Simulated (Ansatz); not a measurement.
CaSe (rocksalt): gap against strain (isotropic on every length)

CaSe in the rocksalt structure, relaxed with r2SCAN in Ansatz, then strained (isotropic on every length; changes of length per length, axes as in the cell below) with the atoms relaxed again within the symmetry that is left. Space group Fm-3m (No. 225), cubic; conventional cell a = 5.935 Å, 26.13 Å³ an atom. Around Ca lie 6 Se at 2.97 Å; around Se lie 6 Ca at 2.97 Å. Spin-unpolarised throughout; all numbers are computed.

```yaml
crystal:
  lattice:
    - [0.00000, 2.96754, 2.96754]
    - [2.96754, 0.00000, 2.96754]
    - [2.96754, 2.96754, 0.00000]
  atoms:
    - { symbol: Ca, position: [0.00000, 0.00000, 0.00000] }
    - { symbol: Se, position: [0.50000, 0.50000, 0.50000] }
```

Gaps are the least over each mesh (PBE 8×8×8, r2SCAN 8×8×8, HSE06 6×6×6 when unstrained) and the special points, which keep their unstrained names; stress is the change from the unstrained cell, compression positive.

```tsv
strain (%)	gap, PBE (eV)	gap, r2SCAN (eV)	gap, HSE06 (eV)	edges, HSE06	mean stress, r2SCAN (GPa)	energy rise, r2SCAN (meV/atom)
-1.0	1.984	2.445	2.920	Γ → X	+1.67	3.9
0.0	2.057	2.518	2.999	Γ → X	0.00	0.0
+3.0	2.234	2.695	3.194	Γ → X	-3.83	31.5
+4.62	2.308	2.769	3.276	Γ → X	-5.32	70.9
```

Q: Estimate the row for a strain of +5.97 %.

A:
```tsv
strain (%)	gap, PBE (eV)	gap, r2SCAN (eV)	gap, HSE06 (eV)	edges, HSE06	mean stress, r2SCAN (GPa)	energy rise, r2SCAN (meV/atom)
+5.97	2.358	2.818	3.324	Γ	-6.31	113.8
```

With HSE06 the edges change from Γ → X (indirect) to Γ (direct) between +4.62 and +5.97 %.

Spin-orbit coupling is left out.

The meshes of the hybrids are coarse, so their gaps aren't converged to the digits shown.
